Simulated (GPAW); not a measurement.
Input of a GPAW 26.7.0 run:

Contents of run.py:

```python
from ase.dft.bandgap import bandgap
from ase.io import read, write
from ase.units import GPa
from gpaw import GPAW, PW

atoms = read('Pb.cif')

calc = GPAW(mode=PW(600),
            xc='MGGA_X_R2SCAN+MGGA_C_R2SCAN',
            kpts={'size': (9, 9, 9), 'gamma': True},
            occupations={'name': 'fermi-dirac', 'width': 0.05},
            nbands=14,
            convergence={'density': 1e-05, 'energy': 1e-05},
            maxiter=150,
            txt='gpaw.txt')
atoms.calc = calc
energy = atoms.get_potential_energy()
forces = atoms.get_forces()
stress = atoms.get_stress()
calc.write('gs.gpw')
write('result.traj', atoms)
print(f'Energy: {energy:.6f} eV')
print('Forces (eV/A):')
print(forces.round(4))
print('Stress (GPa):', (stress / GPa).round(3))
print('Fermi level:', round(calc.get_fermi_level(), 4), 'eV')
print(f'Gap: {bandgap(calc)[0]:.4f} eV, direct: {bandgap(calc, direct=True)[0]:.4f} eV')
```

The input Pb.cif:

```cif
data_Pb
_cell_length_a 3.42887095
_cell_length_b 3.42887095
_cell_length_c 3.42887095
_cell_angle_alpha 109.47122063
_cell_angle_beta 109.47122063
_cell_angle_gamma 109.47122063
_space_group_name_H-M_alt 'P1'
_space_group_name_Hall 'P 1'
_space_group_IT_number 1
loop_
_space_group_symop_operation_xyz
'x,y,z'
loop_
_atom_site_label
_atom_site_type_symbol
_atom_site_symmetry_multiplicity
_atom_site_Wyckoff_symbol
_atom_site_fract_x
_atom_site_fract_y
_atom_site_fract_z
_atom_site_occupancy
Pb1 Pb 1 a 0.0000000000 0.0000000000 0.0000000000 1
```

Potentials or basis: GPAW PAW data sets (gpaw-data 1.2.1), pw.

Launch:

```sh
$ OMP_NUM_THREADS=1 python run.py
```

(1) Estimate the pressure.

(2) Estimate the band gap on the k mesh.

Results:

(1) -0.6 GPa.

(2) none (metal or under the smearing width).

Caveat: the PAW data sets were made with another functional, which shifts forces and pressure a little.
